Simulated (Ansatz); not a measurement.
Zone-centre phonons of Te2Mo: input and output

Method: DFT LDA, scalar-relativistic, plane waves, PAW (Ansatz).

Launched with:
```bash
ansatz run input.yaml --threads 2 --pin off --max-ram 6144MiB --backend cpu --events-out ev --progress --plain --runs-dir out
```

Input (bare energies are in eV):
```yaml
crystal:
  lattice:
    - [6.2761359568, 0.0, 0.0051805396]
    - [0.0, 3.3507297091, 0.0]
    - [-0.0549143547, 0.0, 35.8237407842]
  atoms:
    - { symbol: Te, position: [0.0765590714, 0.75, 0.4429000197] }
    - { symbol: Te, position: [0.9234409286, 0.25, 0.5570999803] }
    - { symbol: Te, position: [0.5678968383, 0.25, 0.4587729709] }
    - { symbol: Te, position: [0.4321031617, 0.75, 0.5412270291] }
    - { symbol: Mo, position: [0.8175848979, 0.75, 0.5023496556] }
    - { symbol: Mo, position: [0.1824151021, 0.25, 0.4976503444] }
basis:
  ecutwfc: 420
kpoints:
  mp_grid: { grid: [6, 10, 1] }
hamiltonian:
  xc: lda
scf:
  occupations: { method: fermi_dirac, width: 0.15 }
output:
  eigenvalues: true
phonons:
  method: dfpt
  eigenvectors: true
```

Results section of the output:
```
--- Phonons (Γ-DFPT): 9 representative perturbations + reference, on 24 of 60 k-points (Σ response iterations 38) ---
  k mesh reduced under 2 symmetry operations, with k and −k counted as one. Each operation leaves every solved displacement unchanged or reverses it
  ASR residual: 1.107e-3 → 0.000e0 eV/Å²; symmetrization residual: 4.362e-5 eV/Å²
  ASR residual per site (eV/Å²): 9.98e-5 9.98e-5 7.54e-5 7.54e-5 1.11e-3 1.11e-3
  Γ frequencies (cm⁻¹): 0.00 0.00 0.00 81.73 92.86 102.93 110.09 113.40 126.44 128.21 136.25 162.14 187.46 199.17 207.97 253.34 278.36 288.88
  non-analytic LO–TO correction: not included (Born effective charges unavailable; polar crystals: no LO–TO splitting at Γ)
```

It took 6.3 min on 2 threads of Oxide Virtual Turin-like Processor (Zen 5) (shared host), peak memory 3.8 GiB.

In a metal, frequencies and elastic constants depend on the k mesh and the smearing, soft modes and shear constants most. The crystal is built of layers and no dispersion correction was added, so the binding between them is poorly described, and with it their spacing and whatever depends on it.